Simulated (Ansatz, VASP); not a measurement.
Os: VASP beside Ansatz

File INCAR:

```
PREC = Accurate
ENCUT = 520
EDIFF = 1E-6
ISMEAR = -1
SIGMA = 0.08
LREAL = F
LASPH = T
NELM = 100
ALGO = Normal
ISIF = 2
LWAVE = F
LCHARG = F
GGA = PE
NBANDS = 10
```

The input KPOINTS:

```
regular mesh
0
Gamma
  17 17 17
```

Contents of POSCAR:

```
Os
1.0
    2.4878202952      0.0000000000      0.0000000000
    0.0000000000      2.4878202952      0.0000000000
    0.0000000000      0.0000000000      2.4878202952
Os
1
Direct
    0.0000000000      0.0000000000      0.0000000000
```

Input for Ansatz:

```yaml
crystal:
  lattice:
    - [2.4878202952, 0.0, 0.0]
    - [0.0, 2.4878202952, 0.0]
    - [0.0, 0.0, 2.4878202952]
  atoms:
    - { symbol: Os, position: [0.0, 0.0, 0.0] }
kpoints:
  mp_grid: { grid: [17, 17, 17] }
scf:
  occupations: { method: fermi_dirac, width: 0.08 }
hamiltonian:
  xc: pbe
  pseudopotentials: { kind: all_electron, lapw: { basis_error: 0.001 } }
output:
  forces: true
  stress: true
  eigenvalues: true
  populations: true
```

Change from the starting cell: volume scaled by 0.92, LAPW.

Alike in both runs: task single point; functional PBE; k mesh 17 × 17 × 17; occupations fermi-dirac, width 0.08 eV; no spin polarisation.

|  | VASP | Ansatz |
| --- | --- | --- |
| version | VASP 6.6.1 | Ansatz 0.2.0 |
| potentials or method | VASP PAW PBE potentials, release 64 (Os) | all-electron LAPW, scalar-relativistic |
| plane-wave cutoff (eV) | 520 | see its input |

Ansatz gave:

```
pressure (GPa) : 27.1
```

What did VASP give for the same quantities?

Pressure (GPa): 27.3.

Ansatz ran all-electron here, so the differences hold the error of VASP's frozen core and of both bases.

Caveats: so large a pressure means that the cell lies far from this level's equilibrium, or that cutoff or potentials fall short (VASP). Spin-orbit coupling is left out, which matters for the levels of Os.
